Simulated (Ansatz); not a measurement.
(001) slab cut from the bulk of CoPtO$_{2}$, 15 Å of vacuum:

```xyz
7
Lattice="2.8102 0.0000 0.0000 -1.4051 2.4337 0.0000 0.0000 0.0000 22.8253" Properties=species:S:1:pos:R:3 pbc="T T T"
O     0.0000    0.0000    7.5000
Co    0.0000    1.6225    8.4632
O     1.4051    0.8112    9.4265
Pt    1.4051    0.8112   11.4127
O     1.4051    0.8112   13.3989
Co    0.0000    0.0000   14.3621
O     0.0000    1.6225   15.3253
```

Method: Ansatz 0.2.0, DFT PBEsol, scalar-relativistic, plane waves, PAW. Settings: cutoff 420 eV, Γ-centred mesh 12×12×1 on the computed 7-atom cell, Gaussian smearing of 0.10 eV; no spin polarisation. The cell repeats along c with a dipole correction in the vacuum.

This base run converges in 11 iterations with a largest force of 1.642 eV/Å and a work function of 7.67 eV on the top face.

One setting at a time is then changed, some of them on purpose to poor values; changes count from the base run, energies are extrapolated to zero smearing, atoms stay where they are, and risky runs are capped at 50 to 100 iterations. The slab isn't stoichiometric (Co2PtO4).

**Question.** What happens with cutoff 550 eV?

**Answer.** It converges in 11 iterations; ΔE (meV/atom) -4.8, Δφ top (eV) 0.00, largest force (eV/Å) 1.642, largest change of a force (eV/Å) 0.001.

**Question.** What happens with field of 0.6 V/Å along c?

**Answer.** It converges in 19 iterations; ΔE (meV/atom) -8.8, largest force (eV/Å) 1.763, largest change of a force (eV/Å) 0.121.

**Question.** What happens with field of -0.3 V/Å along c?

**Answer.** It converges in 17 iterations; ΔE (meV/atom) -2.2, largest force (eV/Å) 1.702, largest change of a force (eV/Å) 0.060.

**Question.** What happens with field of 0.1 V/Å along c?

**Answer.** It converges in 15 iterations; ΔE (meV/atom) -0.2, largest force (eV/Å) 1.662, largest change of a force (eV/Å) 0.020.

**Question.** What happens with cutoff 300 eV?

**Answer.** It converges in 15 iterations; ΔE (meV/atom) +467.4, Δφ top (eV) +0.06, largest force (eV/Å) 1.724, largest change of a force (eV/Å) 0.280.

Spin-orbit coupling is left out, which matters for the bands of heavy elements. Spin polarisation was left out, and a magnetic state may lie lower. In some of the runs (cutoff 300) charge leaks into the vacuum, so their work functions can be off.

Cost: 9 runs of about 2.1 core-minutes in all, on AMD EPYC 7R43 (Zen 3) (shared hosts).